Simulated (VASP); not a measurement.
# Tl: drag along a line

Tl, slab, 13 atoms in the cell. PBE, constrained relaxations along a path; PAW potentials Tl_d (PBE set).

Path: drag along a line, Tl hops from a hollow site to the next hollow site of Tl(100).

## Input

INCAR:
```
  PREC = Normal
  ENCUT = 250
  EDIFF = 1E-6
  ISMEAR = 1
  SIGMA = 0.1
  LREAL = F
  LASPH = T
  NELM = 100
  ALGO = Normal
  LWAVE = F
  LCHARG = F
  IBRION = 2
  NSW = 60
  ISIF = 2
  EDIFFG = -0.03
  POTIM = 0.5
  KPAR = 2
```

KPOINTS:
```
k-points
0
Gamma
  2 2 1
```

POSCAR.step1:
```
Tl
1.0
    7.8239806940      0.0000000000      0.0000000000
    0.0000000000      7.8239806940      0.0000000000
    0.0000000000      0.0000000000     19.0819903470
Tl
13
Selective dynamics
Direct
    0.0000000000      0.0000000000      0.3144326085  F F F
    0.5000000000      0.0000000000      0.3144326085  F F F
    0.0000000000      0.5000000000      0.3144326085  F F F
    0.5000000000      0.5000000000      0.3144326085  F F F
    0.2500000000      0.2500000000      0.4169373859  T T T
    0.7500000000      0.2500000000      0.4169373859  T T T
    0.2500000000      0.7500000000      0.4169373859  T T T
    0.7500000000      0.7500000000      0.4169373859  T T T
    0.0000000000      0.0000000000      0.5194421634  T T T
    0.5000000000      0.0000000000      0.5194421634  T T T
    0.0000000000      0.5000000000      0.5194421634  T T T
    0.5000000000      0.5000000000      0.5194421634  T T T
    0.2500000000      0.2500000000      0.5823286851  F T T
```

POSCAR.step2:
```
Tl
1.0
    7.8239806940      0.0000000000      0.0000000000
    0.0000000000      7.8239806940      0.0000000000
    0.0000000000      0.0000000000     19.0819903470
Tl
13
Selective dynamics
Direct
    0.0000000000      0.0000000000      0.3144326085  F F F
    0.5000000000      0.0000000000      0.3144326085  F F F
    0.0000000000      0.5000000000      0.3144326085  F F F
    0.5000000000      0.5000000000      0.3144326085  F F F
    0.2500000000      0.2500000000      0.4169373859  T T T
    0.7500000000      0.2500000000      0.4169373859  T T T
    0.2500000000      0.7500000000      0.4169373859  T T T
    0.7500000000      0.7500000000      0.4169373859  T T T
    0.0000000000      0.0000000000      0.5194421634  T T T
    0.5000000000      0.0000000000      0.5194421634  T T T
    0.0000000000      0.5000000000      0.5194421634  T T T
    0.5000000000      0.5000000000      0.5194421634  T T T
    0.1500000000      0.2500000000      0.5823286851  F T T
```

POSCAR.step3:
```
Tl
1.0
    7.8239806940      0.0000000000      0.0000000000
    0.0000000000      7.8239806940      0.0000000000
    0.0000000000      0.0000000000     19.0819903470
Tl
13
Selective dynamics
Direct
    0.0000000000      0.0000000000      0.3144326085  F F F
    0.5000000000      0.0000000000      0.3144326085  F F F
    0.0000000000      0.5000000000      0.3144326085  F F F
    0.5000000000      0.5000000000      0.3144326085  F F F
    0.2500000000      0.2500000000      0.4169373859  T T T
    0.7500000000      0.2500000000      0.4169373859  T T T
    0.2500000000      0.7500000000      0.4169373859  T T T
    0.7500000000      0.7500000000      0.4169373859  T T T
    0.0000000000      0.0000000000      0.5194421634  T T T
    0.5000000000      0.0000000000      0.5194421634  T T T
    0.0000000000      0.5000000000      0.5194421634  T T T
    0.5000000000      0.5000000000      0.5194421634  T T T
    0.0750000000      0.2500000000      0.5823286851  F T T
```

POSCAR.step4:
```
Tl
1.0
    7.8239806940      0.0000000000      0.0000000000
    0.0000000000      7.8239806940      0.0000000000
    0.0000000000      0.0000000000     19.0819903470
Tl
13
Selective dynamics
Direct
    0.0000000000      0.0000000000      0.3144326085  F F F
    0.5000000000      0.0000000000      0.3144326085  F F F
    0.0000000000      0.5000000000      0.3144326085  F F F
    0.5000000000      0.5000000000      0.3144326085  F F F
    0.2500000000      0.2500000000      0.4169373859  T T T
    0.7500000000      0.2500000000      0.4169373859  T T T
    0.2500000000      0.7500000000      0.4169373859  T T T
    0.7500000000      0.7500000000      0.4169373859  T T T
    0.0000000000      0.0000000000      0.5194421634  T T T
    0.5000000000      0.0000000000      0.5194421634  T T T
    0.0000000000      0.5000000000      0.5194421634  T T T
    0.5000000000      0.5000000000      0.5194421634  T T T
    0.0000000000      0.2500000000      0.5823286851  F T T
```

POSCAR.step5:
```
Tl
1.0
    7.8239806940      0.0000000000      0.0000000000
    0.0000000000      7.8239806940      0.0000000000
    0.0000000000      0.0000000000     19.0819903470
Tl
13
Selective dynamics
Direct
    0.0000000000      0.0000000000      0.3144326085  F F F
    0.5000000000      0.0000000000      0.3144326085  F F F
    0.0000000000      0.5000000000      0.3144326085  F F F
    0.5000000000      0.5000000000      0.3144326085  F F F
    0.2500000000      0.2500000000      0.4169373859  T T T
    0.7500000000      0.2500000000      0.4169373859  T T T
    0.2500000000      0.7500000000      0.4169373859  T T T
    0.7500000000      0.7500000000      0.4169373859  T T T
    0.0000000000      0.0000000000      0.5194421634  T T T
    0.5000000000      0.0000000000      0.5194421634  T T T
    0.0000000000      0.5000000000      0.5194421634  T T T
    0.5000000000      0.5000000000      0.5194421634  T T T
   -0.0750000000      0.2500000000      0.5823286851  F T T
```

POSCAR.step6:
```
Tl
1.0
    7.8239806940      0.0000000000      0.0000000000
    0.0000000000      7.8239806940      0.0000000000
    0.0000000000      0.0000000000     19.0819903470
Tl
13
Selective dynamics
Direct
    0.0000000000      0.0000000000      0.3144326085  F F F
    0.5000000000      0.0000000000      0.3144326085  F F F
    0.0000000000      0.5000000000      0.3144326085  F F F
    0.5000000000      0.5000000000      0.3144326085  F F F
    0.2500000000      0.2500000000      0.4169373859  T T T
    0.7500000000      0.2500000000      0.4169373859  T T T
    0.2500000000      0.7500000000      0.4169373859  T T T
    0.7500000000      0.7500000000      0.4169373859  T T T
    0.0000000000      0.0000000000      0.5194421634  T T T
    0.5000000000      0.0000000000      0.5194421634  T T T
    0.0000000000      0.5000000000      0.5194421634  T T T
    0.5000000000      0.5000000000      0.5194421634  T T T
   -0.1500000000      0.2500000000      0.5823286851  F T T
```

POSCAR.step7:
```
Tl
1.0
    7.8239806940      0.0000000000      0.0000000000
    0.0000000000      7.8239806940      0.0000000000
    0.0000000000      0.0000000000     19.0819903470
Tl
13
Selective dynamics
Direct
    0.0000000000      0.0000000000      0.3144326085  F F F
    0.5000000000      0.0000000000      0.3144326085  F F F
    0.0000000000      0.5000000000      0.3144326085  F F F
    0.5000000000      0.5000000000      0.3144326085  F F F
    0.2500000000      0.2500000000      0.4169373859  T T T
    0.7500000000      0.2500000000      0.4169373859  T T T
    0.2500000000      0.7500000000      0.4169373859  T T T
    0.7500000000      0.7500000000      0.4169373859  T T T
    0.0000000000      0.0000000000      0.5194421634  T T T
    0.5000000000      0.0000000000      0.5194421634  T T T
    0.0000000000      0.5000000000      0.5194421634  T T T
    0.5000000000      0.5000000000      0.5194421634  T T T
   -0.2500000000      0.2500000000      0.5823286851  F T T
```

Commands (each step's output is kept before the next begins):
```
cat potpaw_PBE.64/Tl_d/POTCAR > POTCAR
cp POSCAR.step1 POSCAR
mpirun -np 4 vasp_std > vasp.out
cp POSCAR.step2 POSCAR
mpirun -np 4 vasp_std > vasp.out
cp POSCAR.step3 POSCAR
mpirun -np 4 vasp_std > vasp.out
cp POSCAR.step4 POSCAR
mpirun -np 4 vasp_std > vasp.out
cp POSCAR.step5 POSCAR
mpirun -np 4 vasp_std > vasp.out
cp POSCAR.step6 POSCAR
mpirun -np 4 vasp_std > vasp.out
cp POSCAR.step7 POSCAR
mpirun -np 4 vasp_std > vasp.out
```

## Result

- Barrier (eV): 0.045
- Ionic steps, all stages: 163
- Electronic steps, all stages: 1686

Energy along the pull:

| Share of the way | Energy above the start (eV) |
|---|---|
| 0 | 0.000 |
| 0.2 | -0.074 |
| 0.35 | -0.011 |
| 0.5 | 0.046 |
| 0.65 | -0.011 |
| 0.8 | -0.074 |
| 1 | 0.000 |

The slab is body-centred cubic Tl(100), which isn't the element's stable structure, in-plane cell 7.82 × 7.82 Å, with 2 × 2 k points.

Limits: the adatom repeats in each 2 x 2 surface cell, and the slab has three layers.

VASP 6.6.1 took 3932 s on 4 cores (Intel Xeon Platinum 8488C (Sapphire Rapids)), a shared host.
